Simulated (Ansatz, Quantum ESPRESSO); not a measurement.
**One calculation of Si2W, 3 ways**

```
CELL_PARAMETERS angstrom
-1.60690 1.60690 3.91495
1.60690 -1.60690 3.91495
1.60690 1.60690 -3.91495
ATOMIC_POSITIONS crystal
W 0.00000 0.00000 0.00000
Si 0.66530 0.66530 0.00000
Si 0.33470 0.33470 0.00000
```

Alike in all runs: task band structure; functional LDA; k mesh 12 × 12 × 12; occupations fermi-dirac, width 0.05 eV; no spin polarisation; no spin-orbit coupling. LDA stands for any of its common fits. Pressure is positive in compression and, in plane waves, holds the error of the finite cutoff, which Ansatz's Pulay term estimates and takes out.

```csv
program and potentials,plane-wave cutoff (eV),notes,pressure (GPa),largest force (eV/Å)
"Ansatz, Ansatz PAW",420,"potentials made for PBE, which Ansatz adapts in part; Pulay term of +0.05 GPa included",-5.75,0.051
"Ansatz, all-electron LAPW, scalar-relativistic",-,-,-5.79,0.054
"Quantum ESPRESSO, GBRV 1.5 LDA",762,-,-5.57,-
```

Force on atom 2 (Si), eV/Å:

| program and potentials | x | y | z |
| --- | --- | --- | --- |
| Ansatz, Ansatz PAW | 0.000 | 0.000 | -0.051 |
| Ansatz, all-electron LAPW, scalar-relativistic | 0.000 | 0.000 | -0.054 |
| Quantum ESPRESSO, GBRV 1.5 LDA | 0.000 | 0.000 | -0.044 |

The pressure spans -5.79 (Ansatz, all-electron LAPW, scalar-relativistic) to -5.57 GPa (Quantum ESPRESSO, GBRV 1.5 LDA), with all-electron results at -5.79.

Differences between rows come from potentials, basis sets and numerical settings, since the functional is the same but for its coding. Runs on potential files found faulty are left out.
